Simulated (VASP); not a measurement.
BN: core levels with PBEsol

The system is BN.

```
N B
1.0
     2.49824    0.00000    0.00000
    -1.24912    2.16354    0.00000
     0.00000    0.00000    6.63570
N B
2 2
Direct
  0.66667 0.33333 0.25000
  0.33333 0.66667 0.75000
  0.66667 0.33333 0.75000
  0.33333 0.66667 0.25000
```

| Property | Result |
| --- | --- |
| Program | VASP 6.6.1 |
| Task | core levels |
| Functional | PBEsol |
| Potentials or basis | VASP PAW PBE potentials, release 64 (N, B) |
| Cutoff | 520 eV |
| k mesh | 12 × 12 × 4 |
| Occupations | gaussian, width 0.02 eV |
| Spin | no spin polarisation |
| Further INCAR settings | ALGO = Normal; EDIFF = 1e-06 |

```json
{
 "Pressure": "2.5 GPa",
 "Band gap on the k mesh": "4.18 eV, indirect (least direct gap 4.60 eV)"
}
```

Stress tensor (GPa, compression positive):
```
3.29 0.00 0.00
0.00 3.29 0.00
0.00 0.00 0.81
```

Levels at points of the mesh, in eV from the valence-band top:
```
           k point  band 5  band 6  band 7  band 8  band 9  band 10  band 11  band 12
(0.00, 0.00, 0.00)   -1.30   -1.30   -1.26   -1.26    5.06    10.21    11.56    11.56
(0.50, 0.00, 0.00)   -4.14   -4.08   -1.47   -0.44    4.18     5.61     9.51     9.97
(0.00, 0.00, 0.50)   -1.28   -1.28   -1.28   -1.28    7.48     7.48    11.63    11.63
(0.50, 0.00, 0.50)   -4.11   -4.11   -0.93   -0.93    4.66     4.66     9.93     9.93
```

Core levels (eV, on the scale of the bands):
```tsv
atom	levels
1 N	1s -372.5
2 N	1s -372.5
3 B	1s -169.5
4 B	1s -169.5
```

Run time: 29 s on 1 thread of AMD EPYC 7R13 Processor (Zen 3) (shared host), peak memory 0.12 GiB.

Caveat: the PAW data sets were made with another functional, which shifts forces and pressure a little; this functional lacks dispersion, which binds the layers, so the pressure and a relaxed spacing across them are unreliable. As with any semilocal functional, this PBEsol gap is likely too small.
